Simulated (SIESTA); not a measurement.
The system is ZnO (zincite).

```
CELL_PARAMETERS angstrom
3.24931 0.00000 0.00000
-1.62465 2.81398 0.00000
0.00000 0.00000 5.20571
ATOMIC_POSITIONS crystal
Zn 0.66667 0.33333 0.00000
Zn 0.33333 0.66667 0.50000
O 0.33333 0.66667 0.87901
O 0.66667 0.33333 0.37901
```

Base run:

* Program: SIESTA 5.4.2
* Functional: vdW-DF-cx
* Potentials or basis: PseudoDojo 0.4 standard (PBE files)
* Basis: DZP (energy shift 0.003 Ry; two zetas on semicore shells)
* Grid cutoff: 800 Ry
* Energy shift: 0.003 Ry
* k mesh: 9 × 9 × 5
* Occupations: fermi-dirac, width 0.05 eV
* Spin: no spin polarisation

Its results: band gap on the k mesh 0.95 eV, direct; pressure 1.6 GPa; largest force 0.091 eV/Å.

Question: The run is repeated on the same cell with these changes: functional from vdW-DF-cx to AM05; potentials or basis from PseudoDojo 0.4 standard (PBE files) to PseudoDojo 0.4 standard (PBEsol files). What comes out?

Answer: Band gap on the k mesh 0.99 eV, direct; pressure 0.0 GPa; largest force 0.085 eV/Å.

Caveats: short orbitals over semicore shells can move pressures by several GPa; the valence orbitals were made in a potential fitted to the semicore shell under them, which widens gaps by tenths of an eV or more; the potentials were made for another functional, which shifts forces and pressure; the basis of atomic orbitals isn't converged, which shifts pressures, moduli and gaps.
